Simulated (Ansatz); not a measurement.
A relaxation computed with Ansatz, from input to last step.

```yaml
crystal:
  lattice:
    - [3.1417751841, 0.0, 0.0]
    - [-1.570887592, 2.7208571224, 0.0]
    - [0.0, 0.0, 12.824950825]
  atoms:
    - { symbol: Mn, position: [0.0, 0.0, 0.0], spin: 4.44 }
    - { symbol: O, position: [0.6666666667, 0.3333333333, 0.1], spin: 0.25 }
    - { symbol: Mn, position: [0.3333333333, 0.6666666667, 0.2], spin: 4.44 }
    - { symbol: O, position: [0.0, 0.0, 0.3], spin: 0.25 }
    - { symbol: Mn, position: [0.6666666667, 0.3333333333, 0.4], spin: 4.44 }
    - { symbol: O, position: [0.3333333333, 0.6666666667, 0.5], spin: 0.25 }
    - { symbol: Mn, position: [0.0, 0.0, 0.6], spin: 4.44 }
    - { symbol: O, position: [0.6666666667, 0.3333333333, 0.7], spin: 0.25 }
    - { symbol: Mn, position: [0.3333333333, 0.6666666667, 0.8], spin: 4.44 }
    - { symbol: O, position: [0.6666666667, 0.3333333333, 0.9], spin: 0.25 }
basis:
  ecutwfc: 420
kpoints:
  mp_grid: { grid: [15, 15, 4] }
hamiltonian:
  xc: pbe
scf:
  occupations: { method: gaussian, width: 0.1 }
output:
  forces: true
  stress: true
  eigenvalues: true
  populations: true
magnetization:
  spin_polarized: true
relax:
  adjacent_minimum: "off"
  f_tol: 0.01
  max_steps: 45
  cell: { stress_tol: 0.05 }
```

```bash
ansatz run input.yaml --threads 2 --pin off --max-ram 4096MiB --backend cpu --events-out ev --progress --plain --runs-dir out
```

All numbers below come from DFT PBE, scalar-relativistic, plane waves, PAW in Ansatz.

Of 9 frames 9 are shown, positions in Å and forces in eV/Å; the SCF threshold varies from step to step. Steps run on the plane waves of an earlier cell, with a Pulay correction in the pressure. The basis is chosen afresh for the last frame, the zero of the energies, and can be on the way; energy and pressure step there, also at an unchanged geometry.

```xyz
10
Lattice="3.1418 0.0000 0.0000 -1.5709 2.7209 0.0000 0.0000 0.0000 12.8250" Properties=species:S:1:pos:R:3:forces:R:3 pbc="T T T" step=1 free_energy_over_end_meV_per_atom=19.90 pressure_GPa=0.42
Mn    0.0000    0.0000    0.0000    0.0000    0.0000   -0.1500
O     1.5709    0.9070    1.2825    0.0000    0.0000    1.0020
Mn    0.0000    1.8139    2.5650    0.0000    0.0000   -0.1610
O     0.0000    0.0000    3.8475    0.0000    0.0000    0.0890
Mn    1.5709    0.9070    5.1300    0.0000    0.0000    0.0000
O     0.0000    1.8139    6.4125    0.0000    0.0000   -0.0890
Mn    0.0000    0.0000    7.6950    0.0000    0.0000    0.1610
O     1.5709    0.9070    8.9775    0.0000    0.0000   -1.0020
Mn    0.0000    1.8139   10.2600    0.0000    0.0000    0.1500
O     1.5709    0.9070   11.5425    0.0000    0.0000    0.0000
10
Lattice="3.0726 0.0000 0.0000 -1.5363 2.6609 0.0000 0.0000 0.0000 13.3982" Properties=species:S:1:pos:R:3:forces:R:3 pbc="T T T" step=2 free_energy_over_end_meV_per_atom=7.45 pressure_GPa=-0.27
Mn    0.0000    0.0000    0.0353    0.0000    0.0000   -0.2770
O     1.5363    0.8870    1.4288    0.0000    0.0000    0.3170
Mn    0.0000    1.7740    2.7289    0.0000    0.0000   -0.3010
O     0.0000    0.0000    4.0487    0.0000    0.0000    0.0970
Mn    1.5363    0.8870    5.3593    0.0000    0.0000    0.0000
O     0.0000    1.7740    6.6698    0.0000    0.0000   -0.0970
Mn    0.0000    0.0000    7.9897    0.0000    0.0000    0.3010
O     1.5363    0.8870    9.2898    0.0000    0.0000   -0.3170
Mn    0.0000    1.7740   10.6833    0.0000    0.0000    0.2770
O     1.5363    0.8870   12.0584    0.0000    0.0000    0.0000
10
Lattice="3.0975 0.0000 0.0000 -1.5488 2.6825 0.0000 0.0000 0.0000 13.1979" Properties=species:S:1:pos:R:3:forces:R:3 pbc="T T T" step=3 free_energy_over_end_meV_per_atom=3.25 pressure_GPa=-0.19
Mn    0.0000    0.0000    0.0264    0.0000    0.0000   -0.1890
O     1.5488    0.8942    1.4104    0.0000    0.0000    0.3360
Mn    0.0000    1.7884    2.6806    0.0000    0.0000   -0.2490
O     0.0000    0.0000    3.9872    0.0000    0.0000    0.1010
Mn    1.5488    0.8942    5.2792    0.0000    0.0000    0.0000
O     0.0000    1.7884    6.5711    0.0000    0.0000   -0.1010
Mn    0.0000    0.0000    7.8777    0.0000    0.0000    0.2490
O     1.5488    0.8942    9.1479    0.0000    0.0000   -0.3360
Mn    0.0000    1.7884   10.5319    0.0000    0.0000    0.1890
O     1.5488    0.8942   11.8781    0.0000    0.0000    0.0000
10
Lattice="3.1073 0.0000 0.0000 -1.5536 2.6910 0.0000 0.0000 0.0000 13.1142" Properties=species:S:1:pos:R:3:forces:R:3 pbc="T T T" step=4 free_energy_over_end_meV_per_atom=0.33 pressure_GPa=-0.31
Mn    0.0000    0.0000    0.0146    0.0000    0.0000   -0.0440
O     1.5536    0.8970    1.4534    0.0000    0.0000    0.0350
Mn    0.0000    1.7940    2.6548    0.0000    0.0000   -0.0570
O     0.0000    0.0000    3.9840    0.0000    0.0000    0.0130
Mn    1.5536    0.8970    5.2457    0.0000    0.0000    0.0000
O     0.0000    1.7940    6.5073    0.0000    0.0000   -0.0130
Mn    0.0000    0.0000    7.8366    0.0000    0.0000    0.0570
O     1.5536    0.8970    9.0380    0.0000    0.0000   -0.0350
Mn    0.0000    1.7940   10.4768    0.0000    0.0000    0.0440
O     1.5536    0.8970   11.8028    0.0000    0.0000    0.0000
10
Lattice="3.1023 0.0000 0.0000 -1.5511 2.6867 0.0000 0.0000 0.0000 13.0969" Properties=species:S:1:pos:R:3:forces:R:3 pbc="T T T" step=5 free_energy_over_end_meV_per_atom=0.04 pressure_GPa=0.20
Mn    0.0000    0.0000    0.0085    0.0000    0.0000   -0.0020
O     1.5511    0.8956    1.4551    0.0000    0.0000   -0.0020
Mn    0.0000    1.7911    2.6442    0.0000    0.0000    0.0060
O     0.0000    0.0000    3.9803    0.0000    0.0000   -0.0070
Mn    1.5511    0.8956    5.2388    0.0000    0.0000    0.0000
O     0.0000    1.7911    6.4973    0.0000    0.0000    0.0070
Mn    0.0000    0.0000    7.8333    0.0000    0.0000   -0.0060
O     1.5511    0.8956    9.0224    0.0000    0.0000    0.0020
Mn    0.0000    1.7911   10.4690    0.0000    0.0000    0.0020
O     1.5511    0.8956   11.7872    0.0000    0.0000    0.0000
10
Lattice="3.1044 0.0000 0.0000 -1.5522 2.6885 0.0000 0.0000 0.0000 13.1048" Properties=species:S:1:pos:R:3:forces:R:3 pbc="T T T" step=6 free_energy_over_end_meV_per_atom=0.11 pressure_GPa=-0.02
Mn    0.0000    0.0000    0.0082    0.0000    0.0000    0.0020
O     1.5522    0.8962    1.4553    0.0000    0.0000   -0.0010
Mn    0.0000    1.7923    2.6459    0.0000    0.0000   -0.0020
O     0.0000    0.0000    3.9815    0.0000    0.0000    0.0030
Mn    1.5522    0.8962    5.2419    0.0000    0.0000    0.0000
O     0.0000    1.7923    6.5024    0.0000    0.0000   -0.0030
Mn    0.0000    0.0000    7.8379    0.0000    0.0000    0.0020
O     1.5522    0.8962    9.0285    0.0000    0.0000    0.0010
Mn    0.0000    1.7923   10.4756    0.0000    0.0000   -0.0020
O     1.5522    0.8962   11.7943    0.0000    0.0000    0.0000
10
Lattice="3.1044 0.0000 0.0000 -1.5522 2.6885 0.0000 0.0000 0.0000 13.1048" Properties=species:S:1:pos:R:3:forces:R:3 pbc="T T T" step=7 free_energy_over_end_meV_per_atom=0.01 pressure_GPa=-0.01
Mn    0.0000    0.0000    0.0082    0.0000    0.0000    0.0020
O     1.5522    0.8962    1.4553    0.0000    0.0000   -0.0010
Mn    0.0000    1.7923    2.6459    0.0000    0.0000   -0.0020
O     0.0000    0.0000    3.9815    0.0000    0.0000    0.0030
Mn    1.5522    0.8962    5.2419    0.0000    0.0000    0.0000
O     0.0000    1.7923    6.5024    0.0000    0.0000   -0.0030
Mn    0.0000    0.0000    7.8379    0.0000    0.0000    0.0020
O     1.5522    0.8962    9.0285    0.0000    0.0000    0.0010
Mn    0.0000    1.7923   10.4756    0.0000    0.0000   -0.0020
O     1.5522    0.8962   11.7943    0.0000    0.0000    0.0000
10
Lattice="3.1027 0.0000 0.0000 -1.5513 2.6870 0.0000 0.0000 0.0000 13.1176" Properties=species:S:1:pos:R:3:forces:R:3 pbc="T T T" step=8 free_energy_over_end_meV_per_atom=0.00 pressure_GPa=0.00
Mn    0.0000    0.0000    0.0082    0.0000    0.0000   -0.0010
O     1.5513    0.8957    1.4557    0.0000    0.0000    0.0000
Mn    0.0000    1.7913    2.6480    0.0000    0.0000    0.0000
O     0.0000    0.0000    3.9853    0.0000    0.0000    0.0000
Mn    1.5513    0.8957    5.2470    0.0000    0.0000    0.0000
O     0.0000    1.7913    6.5088    0.0000    0.0000    0.0000
Mn    0.0000    0.0000    7.8461    0.0000    0.0000    0.0000
O     1.5513    0.8957    9.0384    0.0000    0.0000    0.0000
Mn    0.0000    1.7913   10.4859    0.0000    0.0000    0.0010
O     1.5513    0.8957   11.8058    0.0000    0.0000    0.0000
10
Lattice="3.1027 0.0000 0.0000 -1.5513 2.6870 0.0000 0.0000 0.0000 13.1176" Properties=species:S:1:pos:R:3:forces:R:3 pbc="T T T" step=9 free_energy_over_end_meV_per_atom=0.00 pressure_GPa=0.00
Mn    0.0000    0.0000    0.0082    0.0000    0.0000   -0.0010
O     1.5513    0.8957    1.4557    0.0000    0.0000    0.0000
Mn    0.0000    1.7913    2.6480    0.0000    0.0000    0.0000
O     0.0000    0.0000    3.9853    0.0000    0.0000    0.0000
Mn    1.5513    0.8957    5.2470    0.0000    0.0000    0.0000
O     0.0000    1.7913    6.5088    0.0000    0.0000    0.0000
Mn    0.0000    0.0000    7.8461    0.0000    0.0000    0.0000
O     1.5513    0.8957    9.0384    0.0000    0.0000    0.0000
Mn    0.0000    1.7913   10.4859    0.0000    0.0000    0.0010
O     1.5513    0.8957   11.8058    0.0000    0.0000    0.0000
```

The run took 12 min on 2 threads of AMD EPYC 7R43 64-Core Processor (Zen 3) (shared host), peak memory 1.4 GiB.

The state reached may not be the lowest one. The program reads another magnetic order as possibly lower. Moments started parallel, and an antiferromagnetic order may lie lower.